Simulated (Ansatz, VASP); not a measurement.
**One calculation of Ca, two programs**

```
Ca
1.0
     0.00000    2.75275    2.75275
     2.75275    0.00000    2.75275
     2.75275    2.75275    0.00000
Ca
1
Direct
  0.00000 0.00000 0.00000
```

Alike in both runs: task relaxation of cell and atoms; functional PBE; k mesh 14 × 14 × 14; occupations gaussian, width 0.1 eV; no spin polarisation.

```csv
,VASP,Ansatz
version,VASP 6.6.1,Ansatz 0.2.0
potentials or method,"VASP PAW PBE potentials, release 64 (Ca_sv)","scalar-relativistic, plane waves, PAW"
plane-wave cutoff (eV),600,420
valence electrons in the cell,10,10
```

```csv
,VASP,Ansatz,Ansatz less VASP
"gap on the k mesh at the Fermi level, each at its own relaxed structure (eV)",none,none,-
relaxed volume (Å³/atom),42.27,42.19,-0.083
relaxed cell length with the largest relative difference (Å),3.910,3.907,-0.0026
```

A gap of «none» marks a metal or a gap that the smearing closes.
